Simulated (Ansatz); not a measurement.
**Rh: pressure against volume**

Aim: scale the cell of Rh up and down at fixed shape and fractional positions, and get the equilibrium volume and bulk modulus with LAPW, PAW and all-electron datasets made for the crystal.

This is Rh in the bcc structure; at room conditions it is fcc.

Method: DFT PBE, scalar-relativistic, in Ansatz 0.2.0.

**1. The starting structure**

Symmetry: Im-3m, No. 229, cubic system. The conventional cell has a = 3.070 Å, b = 3.070 Å, c = 3.070 Å, α = 90.00°, β = 90.00°, γ = 90.00°. Around Rh (site symmetry m-3m) lie 8 Rh at 2.66 Å.

Structure file:

```
CELL_PARAMETERS angstrom
-1.53523 1.53523 1.53523
1.53523 -1.53523 1.53523
1.53523 1.53523 -1.53523
ATOMIC_POSITIONS crystal
Rh 0.00000 0.00000 0.00000
```

The cell was relaxed by PAW from a hypothetical start (bcc type); it needn't be the stable phase of this composition.

**2. Volume × 0.95, LAPW**

Contents of input.yaml:

```yaml
crystal:
  lattice:
    - [-1.509201777, 1.509201777, 1.509201777]
    - [1.509201777, -1.509201777, 1.509201777]
    - [1.509201777, 1.509201777, -1.509201777]
  atoms:
    - { symbol: Rh, position: [0.0, 0.0, 0.0] }
kpoints:
  mp_grid: { grid: [16, 16, 16] }
scf:
  occupations: { method: fermi_dirac, width: 0.05 }
hamiltonian:
  xc: pbe
  pseudopotentials: { kind: all_electron, lapw: { basis_error: 0.0005 } }
output:
  forces: true
  stress: true
  eigenvalues: true
```

Started as:

```sh
$ ansatz run input.yaml --threads 1 --pin off --max-ram 2048MiB --backend cpu --events-out ev --progress --plain --runs-dir out
```

**3. Volume × 0.95, PAW**

Edit input.yaml of step 2 so:

```diff
@@ -13,3 +13,3 @@
   xc: pbe
-  pseudopotentials: { kind: all_electron, lapw: { basis_error: 0.0005 } }
+  pseudopotentials: { kind: paw }
 output:
@@ -18 +18,2 @@
   eigenvalues: true
+  efg: { contact_densities: true }
```

**4. Volume × 0.95, crystal datasets**

Edit input.yaml of step 3 so:

```diff
@@ -13,3 +13,3 @@
   xc: pbe
-  pseudopotentials: { kind: paw }
+  pseudopotentials: { kind: all_electron, datasets: crystal }
 output:
```

**5. Volume × 0.975, LAPW**

Contents of input.yaml:

```yaml
crystal:
  lattice:
    - [-1.5223259294, 1.5223259294, 1.5223259294]
    - [1.5223259294, -1.5223259294, 1.5223259294]
    - [1.5223259294, 1.5223259294, -1.5223259294]
  atoms:
    - { symbol: Rh, position: [0.0, 0.0, 0.0] }
kpoints:
  mp_grid: { grid: [16, 16, 16] }
scf:
  occupations: { method: fermi_dirac, width: 0.05 }
hamiltonian:
  xc: pbe
  pseudopotentials: { kind: all_electron, lapw: { basis_error: 0.0005 } }
output:
  forces: true
  stress: true
  eigenvalues: true
```

**6. Volume × 0.975, PAW**

Edit input.yaml of step 5 so:

```diff
@@ -13,3 +13,3 @@
   xc: pbe
-  pseudopotentials: { kind: all_electron, lapw: { basis_error: 0.0005 } }
+  pseudopotentials: { kind: paw }
 output:
@@ -18 +18,2 @@
   eigenvalues: true
+  efg: { contact_densities: true }
```

**7. Volume × 1.025, LAPW**

Contents of input.yaml:

```yaml
crystal:
  lattice:
    - [-1.5479160187, 1.5479160187, 1.5479160187]
    - [1.5479160187, -1.5479160187, 1.5479160187]
    - [1.5479160187, 1.5479160187, -1.5479160187]
  atoms:
    - { symbol: Rh, position: [0.0, 0.0, 0.0] }
kpoints:
  mp_grid: { grid: [16, 16, 16] }
scf:
  occupations: { method: fermi_dirac, width: 0.05 }
hamiltonian:
  xc: pbe
  pseudopotentials: { kind: all_electron, lapw: { basis_error: 0.0005 } }
output:
  forces: true
  stress: true
  eigenvalues: true
```

**8. Volume × 1.025, PAW**

Edit input.yaml of step 7 so:

```diff
@@ -13,3 +13,3 @@
   xc: pbe
-  pseudopotentials: { kind: all_electron, lapw: { basis_error: 0.0005 } }
+  pseudopotentials: { kind: paw }
 output:
@@ -18 +18,2 @@
   eigenvalues: true
+  efg: { contact_densities: true }
```

**9. Volume × 1.05, LAPW**

Contents of input.yaml:

```yaml
crystal:
  lattice:
    - [-1.5603997515, 1.5603997515, 1.5603997515]
    - [1.5603997515, -1.5603997515, 1.5603997515]
    - [1.5603997515, 1.5603997515, -1.5603997515]
  atoms:
    - { symbol: Rh, position: [0.0, 0.0, 0.0] }
kpoints:
  mp_grid: { grid: [16, 16, 16] }
scf:
  occupations: { method: fermi_dirac, width: 0.05 }
hamiltonian:
  xc: pbe
  pseudopotentials: { kind: all_electron, lapw: { basis_error: 0.0005 } }
output:
  forces: true
  stress: true
  eigenvalues: true
```

**10. Volume × 1.05, PAW**

Edit input.yaml of step 9 so:

```diff
@@ -13,3 +13,3 @@
   xc: pbe
-  pseudopotentials: { kind: all_electron, lapw: { basis_error: 0.0005 } }
+  pseudopotentials: { kind: paw }
 output:
@@ -18 +18,2 @@
   eigenvalues: true
+  efg: { contact_densities: true }
```

**11. Volume × 1.05, crystal datasets**

Edit input.yaml of step 10 so:

```diff
@@ -13,3 +13,3 @@
   xc: pbe
-  pseudopotentials: { kind: paw }
+  pseudopotentials: { kind: all_electron, datasets: crystal }
 output:
```

(Steps that only read results are left out.)

**Question.** What will these runs give? Wanted: equilibrium volume; bulk modulus (for each run or level that gives them).

The runs gave:

```
                      quantity           value
     equilibrium volume (LAPW)  14.471 Å³/atom
           bulk modulus (LAPW)         233 GPa
its pressure derivative (LAPW)             5.1
      equilibrium volume (PAW)  14.474 Å³/atom
            bulk modulus (PAW)         233 GPa
 its pressure derivative (PAW)             5.1
```

**Reading.** A third-order Birch-Murnaghan fit to the LAPW pressures puts zero pressure at 14.47 Å³/atom, less than 0.1 % from the given cell, with a bulk modulus of 233 GPa. PAW's volume lies +0.02 % and its modulus less than 0.1 % from LAPW's. No thermal or zero-point expansion is included.
